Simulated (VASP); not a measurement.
# Ge (Fd-3m) in VASP: relaxation of cell and atoms with PBEsol

Aim: the relaxation of cell and atoms of Ge with PBEsol.

Program: VASP 6.6.1. These are calculated values, not measurements. Logs are shortened: lines on timing, memory, paths and dates and some standing lists are left out, and cuts for length are marked.

**1. The structure**

It takes space group Fd-3m (No. 227, cubic). Conventional cell: a = 5.695 Å, b = 5.695 Å, c = 5.695 Å, α = 90.00°, β = 90.00°, γ = 90.00°. Ge (site symmetry -43m) has 4 Ge at 2.47 Å as nearest neighbours.

**2. Relaxation of cell and atoms, PBEsol**

INCAR

```
PREC = Accurate
ENCUT = 300
EDIFF = 1E-6
ISMEAR = 0
SIGMA = 0.02
LREAL = False
LASPH = True
NELM = 60
ALGO = Normal
ISIF = 3
LWAVE = False
LCHARG = False
GGA = PS
IBRION = 2
NSW = 60
EDIFFG = -0.02
```

KPOINTS

```
Automatic mesh
0
Gamma
  8 8 8
```

POSCAR

```
Ge
1.0
    0.0000000000      2.8475000000      2.8475000000
    2.8475000000      0.0000000000      2.8475000000
    2.8475000000      2.8475000000      0.0000000000
Ge
2
Direct
    0.0000000000      0.0000000000      0.0000000000
    0.2500000000      0.2500000000      0.2500000000
```

Potentials or basis: VASP PAW PBE potentials, release 64 (Ge).

The run is started by

```console
$ cat potpaw_PBE.64/Ge/POTCAR > POTCAR
$ mpirun -np 1 vasp_std > vasp.out
```

OUTCAR:

```text
PREC = Accurate
   ENCUT = 300
   EDIFF = 1E-6
   ISMEAR = 0
   LREAL = False
   LASPH = True
   NELM = 60
   ISIF = 3
   GGA = PS
   IBRION = 2
   NSW = 60
   EDIFFG = -0.02

 ion  position               nearest neighbor table
   1  0.000  0.000  0.000-   2 2.47   2 2.47   2 2.47   2 2.47
   2  0.250  0.250  0.250-   1 2.47   1 2.47   1 2.47   1 2.47

  LATTYP: Found a face centered cubic cell.
 ALAT       =     5.6950000000

  Lattice vectors:

 A1 = (   0.0000000000,   2.8475000000,   2.8475000000)
 A2 = (   2.8475000000,   0.0000000000,   2.8475000000)
 A3 = (   2.8475000000,   2.8475000000,   0.0000000000)

Analysis of symmetry for initial positions (statically):
=====================================================================
 Subroutine PRICEL returns:
 Original cell was already a primitive cell.

 Routine SETGRP: Setting up the symmetry group for a
 face centered cubic supercell.

 Subroutine GETGRP returns: Found 48 space group operations
 (whereof 24 operations were pure point group operations)
 out of a pool of 48 trial point group operations.

The static configuration has the point symmetry T_d .
 The point group associated with its full space group is O_h .

Analysis of symmetry for dynamics (positions and initial velocities):
=====================================================================
 Subroutine PRICEL returns:
 Original cell was already a primitive cell.

 Routine SETGRP: Setting up the symmetry group for a
 face centered cubic supercell.

 Subroutine GETGRP returns: Found 48 space group operations
 (whereof 24 operations were pure point group operations)
 out of a pool of 48 trial point group operations.

The dynamic configuration has the point symmetry T_d .
 The point group associated with its full space group is O_h .

 Subroutine INISYM returns: Found 48 space group operations
 (whereof 24 operations are pure point group operations),
 and found     1 'primitive' translations

----------------------------------------------------------------------------------------

                                     Primitive cell

[... 149 lines left out ...]
  in kB        2.1751586      2.1751586      2.1751586      0.0000000      0.0000000      0.0000000
  external PRESSURE =       2.1751586 kB  Pullay stress =       0.0000000 kB

 VOLUME and BASIS-vectors are now :
 -----------------------------------------------------------------------------
  energy-cutoff  :      300.00
  volume of cell :       46.18
      direct lattice vectors                 reciprocal lattice vectors
     0.000000000  2.847500000  2.847500000    -0.175592625  0.175592625  0.175592625
     2.847500000  0.000000000  2.847500000     0.175592625 -0.175592625  0.175592625
     2.847500000  2.847500000  0.000000000     0.175592625  0.175592625 -0.175592625

 POSITION                                       TOTAL-FORCE (eV/Angst)
 -----------------------------------------------------------------------------------
      0.00000      0.00000      0.00000        -0.000000     -0.000000      0.000000
      1.42375      1.42375      1.42375         0.000000      0.000000     -0.000000
 -----------------------------------------------------------------------------------
    total drift:                               -0.000000     -0.000000      0.000000

  FREE ENERGIE OF THE ION-ELECTRON SYSTEM (eV)
  ---------------------------------------------------
  free  energy   TOTEN  =        -9.7838853013 eV

  energy  without entropy=       -9.7838250361  energy(sigma->0) =       -9.78385517

--------------------------------------- Ionic step        2  -------------------------------------------

 number of electron       8.0000002 magnetization

 Free energy of the ion-electron system (eV)
  ---------------------------------------------------
  ext. energy  EPLUGINS =         0.00000000
  ---------------------------------------------------
  free energy    TOTEN  =        -9.78396527 eV

  energy without entropy =       -9.78390473  energy(sigma->0) =       -9.78393500

 E-fermi :   3.4463     XC(G=0):  -9.1840

 val. band max:        3.4402450050   @ k =   0.0000   0.0000   0.0000
 cond. band min:       3.4947414609   @ k =   0.5000   0.0000   0.0000
 fundamental gap:      0.0544964559
 Fermi energy:         3.4463201746

 k-point     1 :       0.0000    0.0000    0.0000
  band No.  band energies     occupation
      1      -9.1772      2.00000
      2       3.2497      2.00000
      3       3.4402      1.33252
      4       3.4402      1.33252
      5       3.4402      1.33250
      6       5.9464      0.00000
      7       5.9464      0.00000
      8       5.9464      0.00000
[... 243 lines left out ...]
 k-point    24 :      -0.3750    0.2500    0.1250
  band No.  band energies     occupation
      1      -6.6397      2.00000
      2      -4.1477      2.00000
      3      -0.2411      2.00000
      4       1.1673      2.00000
      5       5.7171      0.00000
      6       6.7559      0.00000
      7       9.0959      0.00000
      8      10.2030      0.00000

 [... further k-points ...]

------------------------ aborting loop because EDIFF is reached ----------------------------------------

  FORCE on cell =-STRESS in cart. coord.  units (eV):
  Direction    XX          YY          ZZ          XY          YZ          ZX
  --------------------------------------------------------------------------------------
  -------------------------------------------------------------------------------------
  Total       -0.0251617     -0.0251617     -0.0251617      0.0000000      0.0000000     -0.0000000
  in kB       -0.8690808     -0.8690808     -0.8690808      0.0000000      0.0000000     -0.0000000
  external PRESSURE =      -0.8690808 kB  Pullay stress =       0.0000000 kB

 VOLUME and BASIS-vectors are now :
 -----------------------------------------------------------------------------
  energy-cutoff  :      300.00
  volume of cell :       46.39
      direct lattice vectors                 reciprocal lattice vectors
     0.000000000  2.851805925  2.851805925    -0.175327499  0.175327499  0.175327499
     2.851805925  0.000000000  2.851805925     0.175327499 -0.175327499  0.175327499
     2.851805925  2.851805925  0.000000000     0.175327499  0.175327499 -0.175327499

 POSITION                                       TOTAL-FORCE (eV/Angst)
 -----------------------------------------------------------------------------------
      5.70361      2.85181      2.85181         0.000000      0.000000      0.000000
      1.42590      1.42590      1.42590         0.000000     -0.000000     -0.000000
 -----------------------------------------------------------------------------------
    total drift:                               -0.000000     -0.000000      0.000000

  FREE ENERGIE OF THE ION-ELECTRON SYSTEM (eV)
  ---------------------------------------------------
  free  energy   TOTEN  =        -9.7839652682 eV

  energy  without entropy=       -9.7839047292  energy(sigma->0) =       -9.78393500

 reached required accuracy - stopping structural energy minimisation
```

CONTCAR:

```text
Ge
   1.00000000000000
     0.0000000000000000    2.8518059250879744    2.8518059250879744
     2.8518059250879744    0.0000000000000000    2.8518059250879744
     2.8518059250879744    2.8518059250879744    0.0000000000000000
  Ge
     2
Direct
     0.0000000000000000    1.0000000000000000    1.0000000000000000
     0.2500000000000000    0.2500000000000000    0.2500000000000000

  0.00000000E+00  0.00000000E+00  0.00000000E+00
  0.00000000E+00  0.00000000E+00  0.00000000E+00
```

Run time: 3.9 s. Hardware: 1 thread of Intel Xeon 6975P-C (Granite Rapids), shared host; peak memory 0.13 GiB.

Results:

| Item | Value |
| --- | --- |
| Free energy | -9.7840 eV |
| Relaxed volume | 23.19 Å³/atom |
| Relaxed cell | a = 4.033 Å, b = 4.033 Å, c = 4.033 Å, α = 60.00°, β = 60.00°, γ = 60.00° |
| Space group after relaxing (to 0.05 Å) | Fd-3m (No. 227) |
| Energy gained by relaxing | 0.0 meV/atom |
| Ionic steps | 2 |
| Pressure after relaxing | -0.1 GPa |
| Band gap on the k mesh | none (metal or under the smearing width) |

Final structure:
```
Ge
1.0
     0.00000    2.85181    2.85181
     2.85181    0.00000    2.85181
     2.85181    2.85181    0.00000
Ge
2
Direct
  0.00000 0.00000 0.00000
  0.25000 0.25000 0.25000
```

Caveat: the PAW data sets were made with another functional, which shifts forces and pressure a little; this crystal is a semiconductor, whose small gap the functional closes, so the metal is an error of the method.
